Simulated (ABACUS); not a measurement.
The system is SnO2 (Cassiterite).

```xyz
6
Lattice="4.7380 0.0000 0.0000 0.0000 4.7380 0.0000 0.0000 0.0000 3.1865" Properties=species:S:1:pos:R:3 pbc="T T T"
Sn    2.3690    2.3690    1.5933
Sn    0.0000    0.0000    0.0000
O     3.8240    0.9140    1.5933
O     3.2830    3.2830    0.0000
O     0.9140    3.8240    1.5933
O     1.4550    1.4550    0.0000
```

```yaml
Program: ABACUS 3.10.1
Task: single point
Functional: PBEsol
Potentials_or_basis: PseudoDojo NC SR 0.4.1 PBEsol standard
Cutoff: 1143 eV
Density_cutoff: 4572 eV
Basis: plane waves
k_mesh: 6 × 6 × 8
Occupations: fermi-dirac, width 0.05 eV
Spin: no spin polarisation
```

On this cell: pressure 6.0 GPa; largest force 0.218 eV/Å; band gap on the k mesh 1.16 eV, direct.

The same run follows on a disturbed copy (atoms moved at random, drawn with an rms of 0.05 Å):

```
Sn O
1.0
     4.73800    0.00000    0.00000
     0.00000    4.73800    0.00000
     0.00000    0.00000    3.18650
Sn O
2 4
Direct
  0.50136 0.50951 0.49746
  0.99024 0.00615 0.99822
  0.80742 0.19471 0.50555
  0.69731 0.69922 0.00342
  0.20807 0.81229 0.50986
  0.30845 0.30649 0.98763
```

Task: What does the disturbed cell give?

Result: The energy moves by +17.7 meV/atom; pressure 6.1 GPa; largest force 1.733 eV/Å; band gap on the k mesh 1.06 eV, direct.

Forces in eV/Å, atoms in the order of the input:
```
Sn  -0.227 -0.834 -0.074
Sn   1.629 -0.215  0.553
O   -0.469  0.540 -0.441
O    0.014 -0.304 -0.140
O   -1.020  0.680 -0.410
O    0.073  0.132  0.513
```

Stress tensor (GPa, compression positive):
```
 5.10 -0.20 -0.58
-0.20  5.83 -0.84
-0.58 -0.84  7.26
```

Caveats: spin-orbit coupling is left out, which moves the levels of the heavy elements.

